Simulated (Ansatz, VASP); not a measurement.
Hf in VASP and in Ansatz

File INCAR:

```
SYSTEM = Hf
PREC     = Accurate       ! precision mode
ENCUT    = 520            ! plane-wave cutoff, eV
EDIFF    = 1E-6           ! SCF threshold, eV
ISMEAR   = -1             ! smearing method
SIGMA    = 0.1            ! smearing width, eV
LREAL    = .False.        ! projectors in reciprocal space
LASPH    = .True.         ! aspherical terms in the spheres
NELM     = 80             ! most SCF steps
ALGO     = Normal         ! electronic algorithm
ISIF     = 2              ! what is computed and relaxed
LWAVE    = .False.        ! write WAVECAR
LCHARG   = .False.        ! write CHGCAR
NBANDS   = 11             ! bands
```

File KPOINTS:

```
Automatic mesh
0
Gamma
  14 14 14
  0 0 0
```

POSCAR

```
Hf
1.0
    0.0000000000      2.1205327694      2.1205327694
    2.1205327694      0.0000000000      2.1205327694
    2.1205327694      2.1205327694      0.0000000000
Hf
1
Direct
    0.0000000000      0.0000000000      0.0000000000
```

Input for Ansatz:

```yaml
crystal:
  lattice:
    - [0.0, 2.1205327694, 2.1205327694]
    - [2.1205327694, 0.0, 2.1205327694]
    - [2.1205327694, 2.1205327694, 0.0]
  atoms:
    - { symbol: Hf, position: [0.0, 0.0, 0.0] }
hamiltonian:
  xc: lda
  pseudopotentials:
    kind: paw
    azcp:
      Hf: "pseudopotentials/Hf.paw.azcp"
basis:
  ecutwfc: 420
  fft_grid_basis: typed
kpoints:
  mp_grid: { grid: [14, 14, 14], shift: [0, 0, 0] }
magnetization:
  spin_polarized: false
scf:
  occupations: { method: fermi_dirac, width: 0.1 }
  lower_state_search: "off"
output:
  stress: true
  write_density: true
  write_potential: true
  elf: true
  volumetric_format: npy
```

Alike in both runs: task single point; functional LDA; k mesh 14 × 14 × 14; occupations fermi-dirac, width 0.1 eV; no spin polarisation.

|  | VASP | Ansatz |
| --- | --- | --- |
| version | VASP 6.6.1 | Ansatz 0.2.0 |
| potentials or method | VASP PAW LDA potentials, release 64 (Hf_pv) | plane waves (420 eV) with PAW, scalar-relativistic |
| plane-wave cutoff (eV) | 520 | 420 |
| valence electrons in the cell | 10 | 26 |

|  | VASP | Ansatz | Ansatz less VASP |
| --- | --- | --- | --- |
| pressure (GPa) | 11.6 | 11.4 | -0.15 |

The two sets of potentials don't hold the same shells in valence. Ansatz warned: «pseudo_functional_mismatch».

The runs have no spin-orbit coupling, so splittings on Hf are missing.
